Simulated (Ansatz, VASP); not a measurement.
Given: the input of a run of VASP 6.6.1 on Hf (Hafnium). 

The input INCAR:

```
SYSTEM = Hf
  PREC = Accurate
  ENCUT = 600
  EDIFF = 1E-6
  ISMEAR = -1
  SIGMA = 0.05
  LREAL = .False.
  LASPH = .True.
  NELM = 80
  ALGO = Normal
  ISIF = 3
  LWAVE = .False.
  LCHARG = .False.
  GGA = PE
  IBRION = 2
  NSW = 60
  EDIFFG = -0.005
```

Contents of KPOINTS:

```
regular mesh
0
Gamma
  10 10 5
  0 0 0
```

The input POSCAR:

```
Hf
1.0
    3.1967000000      0.0000000000      0.0000000000
   -1.5983500000      2.7684234083      0.0000000000
    0.0000000000      0.0000000000      5.0578000000
Hf
2
Direct
    0.6666666667      0.3333333333      0.7500000000
    0.3333333333      0.6666666667      0.2500000000
```

Potentials or basis: VASP PAW PBE potentials, release 54 (Hf_pv).

The run is started by

```sh
$ cat potpaw_PBE.54/Hf_pv/POTCAR > POTCAR
$ mpirun -np 1 vasp_std > vasp.out
```

Problem. Translate it to Ansatz 0.2.0. Potentials or basis there: Ansatz PAW, cutoff 420 eV.

Solution. As run (cutoffs and basis follow the program's own potentials, and thresholds, step limits or extra output files can differ):

input.yaml

```yaml
crystal:
  lattice:
    - [3.1967, 0.0, 0.0]
    - [-1.59835, 2.7684234083, 0.0]
    - [0.0, 0.0, 5.0578]
  atoms:
    - { symbol: Hf, position: [0.6666666667, 0.3333333333, 0.75] }
    - { symbol: Hf, position: [0.3333333333, 0.6666666667, 0.25] }
hamiltonian:
  xc: pbe
  pseudopotentials: { kind: paw }
kpoints:
  mp_grid: { grid: [10, 10, 5] }
scf:
  occupations: { method: fermi_dirac, width: 0.05 }
output:
  forces: true
  stress: true
  write_density: true
  write_potential: true
  elf: true
  volumetric_format: npy
relax:
  f_tol: 0.01
  max_steps: 40
  cell: { stress_tol: 0.05 }
```

Potentials or basis: Ansatz PAW.

Launch:

```console
$ ansatz run input.yaml --threads 2 --pin off --max-ram 5632MiB --backend cpu --events-out ev --progress --plain --runs-dir out
```

Both were run:

|  | VASP | Ansatz |
| --- | --- | --- |
| Relaxed volume | 22.42 Å³/atom | 22.51 Å³/atom |
| Relaxed cell | a = 3.202 Å, b = 3.202 Å, c = 5.049 Å, α = 90.00°, β = 90.00°, γ = 120.00° | a = 3.206 Å, b = 3.206 Å, c = 5.059 Å, α = 90.00°, β = 90.00°, γ = 120.00° |
| Space group after relaxing | P6_3/mmc (No. 194) | P6_3/mmc (No. 194) |
| Pressure after relaxing | 0.0 GPa | 0.0 GPa |

Ansatz's pressure holds a Pulay term of +0.04 GPa for its cutoff of 420 eV, which the other run lacks.

The potentials hold 20 and 52 valence electrons a cell.

Where Ansatz's input types no cutoff or centring, it takes its own default and a Γ-centred mesh.

Pressure is positive in compression.
